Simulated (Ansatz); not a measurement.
# B under changes of volume

One of the cells (6.700 Å³/atom); the others are scaled copies at fixed shape and fractional positions:

```
B
1.0
     1.88524    0.00000    0.00000
     0.00000    1.88524    0.00000
     0.00000    0.00000    1.88524
B
1
Direct
  0.50000 0.50000 0.50000
```

The cell was built by a generator and needn't be a form met in nature.

| Item | Value |
| --- | --- |
| Program | Ansatz 0.2.0 |
| Functional | PBE |
| Potentials or basis | Ansatz PAW |
| Cutoff | 420 eV (not typed: the program's choice for these potentials) |
| k mesh | 14 × 14 × 14 |
| Occupations | fermi-dirac, width 0.05 eV |
| Spin | no spin polarisation |

| volume (Å³/atom) | energy over the lowest point (meV/atom) | pressure (GPa) |
| --- | --- | --- |
| 6.298 | ? | ? |
| 6.432 | 8.84 | 10.7 |
| 6.566 | 2.27 | 5.3 |
| 6.700 | 0.00 | 0.3 |
| 6.834 | 1.66 | -4.2 |
| 6.968 | 6.94 | -8.2 |
| 7.102 | 15.44 | -11.9 |

Question: What does the run at 6.298 Å³/atom give?

Answer: Energy over the lowest point 20.19 meV/atom; pressure 16.6 GPa.

Worked out: A Birch-Murnaghan fit of order 3 (a polynomial in V^(-2/3)) to the other rows has its minimum at 6.71 Å³/atom with B0 = V·E''(V) = 234 GPa and B' = 3.7. It gives 20.17 meV/atom at 6.298 Å³/atom, against the run's 20.19, and -dE/dV = 16.6 GPa, against 16.6.

Energies are extrapolated to zero smearing.
